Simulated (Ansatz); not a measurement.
Crystal: ZrC.

```
Zr C
1.0
     0.00000    2.36500    2.36500
     2.36500    0.00000    2.36500
     2.36500    2.36500    0.00000
Zr C
1 1
Direct
  0.50000 0.50000 0.50000
  0.00000 0.00000 0.00000
```

Program: Ansatz 0.2.0. Alike in all runs: potentials or basis Ansatz PAW; cell as given; cutoff (eV) 420. Hardware: 2 threads of Arm Neoverse V2 (shared host).

Order these runs on this cell by their wall time, lowest first.
A. task band structure; level HSE03; spin off; k mesh 5 × 5 × 5; smearing fermi-dirac 0.05 eV; points for each segment of the path 4; mesh quality coarse
B. task band structure; level LDA; spin off; k mesh 10 × 10 × 10; smearing fermi-dirac 0.05 eV; points for each segment of the path 14; mesh quality not flagged
C. task single point; level PBE; spin off; k mesh 10 × 10 × 10; smearing gaussian 0.028 eV; mesh quality not flagged
D. task band structure; level LDA; spin SOC, no magnetisation; k mesh 10 × 10 × 10; smearing fermi-dirac 0.05 eV; points for each segment of the path 14; mesh quality not flagged

C (0.65 s), B (1.3 s), D (8.1 s), A (65 s).

Caveats: some runs use coarse meshes.

Not every run made on this cell is shown here.
